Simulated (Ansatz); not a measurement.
Zn on several prototypes: a ranking of structure types by relaxed energy, run with the Ansatz DFT code, driven from Python.

The script, `prototypes.py`:
```python
"""Structural preference of Zn among simple prototypes."""

import ansatz as az
import numpy as np


def hcp(first, a):
    return (
        az.Lattice.from_parameters(a, a, 1.633 * a, alpha=90, beta=90, gamma=120)
        .space_group(194)
        .atom(first, (1 / 3, 2 / 3, 0.25))
    )


def fcc(first, a):
    return (
        az.Lattice.fcc(a)
        .space_group(225)
        .atom(first, (0, 0, 0))
        .primitive()
    )


def bcc(first, a):
    return (
        az.Lattice.bcc(a)
        .space_group(229)
        .atom(first, (0, 0, 0))
        .primitive()
    )


def solve(name, crystal, relax=True):
    calc = crystal.calculation()
    calc = calc.functional("PBE").basis(460)
    calc = calc.kpoints(spacing=0.33)
    calc = calc.occupations("cold", width=0.05)
    calc = calc.stress()
    calc = calc.band_table()
    if relax:
        calc = calc.relax(force_tolerance=0.01, max_steps=40, cell=True)
    return calc.run(threads=1)

def bulk_modulus(name, outcome, step=0.02):
    # B = -V dP/dV from the pressures of two uniformly scaled cells, atoms held at their fractions
    pressure = []
    for factor in (1 - step, 1.0, 1 + step):
        cell = az.Crystal(lattice=az.Lattice.of(outcome.lattice.cell_ang * factor ** (1 / 3)))
        for site in outcome.report["lattice"]["sites"]:
            cell = cell.atom(site["symbol"], site["position_frac"])
        pressure.append(np.trace(solve(name, cell, relax=False).report["stress_gpa"]) / 3)
    slope, bend = (pressure[0] - pressure[2]) / (2 * step), abs(pressure[0] + pressure[2] - 2 * pressure[1])
    # a jump of mesh or basis between the cells shows as a kink: no modulus then
    return float(slope) if bend < 12 * step**2 * abs(slope) + 0.15 and abs(pressure[1]) < 1.5 else float("nan")


def pressure_gpa(outcome):
    return float(np.trace(outcome.report["stress_gpa"]) / 3)


def volume_per_atom(outcome):
    return abs(np.linalg.det(outcome.lattice.cell_ang)) / len(outcome.lattice.sites)


def main() -> None:
    # a is a first guess in angstrom
    phases = {}
    phases["hcp"] = hcp("Zn", 2.79)
    phases["fcc"] = fcc("Zn", 3.94)
    phases["bcc"] = bcc("Zn", 3.13)

    done = {}
    for name, crystal in phases.items():
        done[name] = solve(name, crystal)
        print(f"{name}: {done[name].report['energy_sigma0_ev']:.4f} eV, {len(done[name].lattice.sites)} atoms")

    energy = {name: o.report["energy_sigma0_ev"] / len(o.lattice.sites) for name, o in done.items()}
    lowest = min(energy.values())
    rows = [(name, len(o.lattice.sites), 1000 * (energy[name] - lowest), pressure_gpa(o), volume_per_atom(o), bulk_modulus(name, o)) for name, o in done.items()]
    rows.sort(key=lambda row: row[2])
    print("     phase       atoms  dE (meV/atom)     P (GPa)  V (A^3/atom)     B (GPa)")
    for row in rows:
        print(f"{str(row[0]):>10}  {row[1]:10d}  {row[2]:13.1f}  {row[3]:10.2f}  {row[4]:12.3f}  {row[5]:10.0f}")
    print("lowest in energy:", rows[0][0])


if __name__ == "__main__":
    main()
```

Which of these structures comes out lowest, and how far apart are they?

By space group at the end of each run: P6_3/mmc (+0 meV an atom, 14.9 Å³), Fm-3m (+44 meV an atom, 15.2 Å³) and Im-3m (+106 meV an atom, 15.3 Å³).

What the script printed:

```console
$ python prototypes.py
hcp: -6638.0807 eV, 2 atoms
fcc: -3318.9960 eV, 1 atoms
bcc: -3318.9345 eV, 1 atoms
     phase       atoms  dE (meV/atom)     P (GPa)  V (A^3/atom)     B (GPa)
       hcp           2            0.0       -0.01        14.866          68
       fcc           1           44.3        0.00        15.194          69
       bcc           1          105.8       -0.02        15.322          67
lowest in energy: hcp
```

Notes:
- Total energies depend on the potentials; only differences at equal settings carry meaning.
- For the metals among these phases the mesh is modest: differences between phases can be off by up to 40 meV an atom.
- Pressure is positive in compression.
- The cells are built on prototypes, so most aren't the phase found in nature. Rows bear the name of their start, and a relaxation keeps or raises the symmetry. Differences under about 40 meV an atom lie within the error of mesh and functional.
- It ran for 13 s on 1 thread of Arm Neoverse V2, with other jobs on the host, peak memory 0.38 GiB.

(Lines on the test bed's own set-up are left out of the output.)
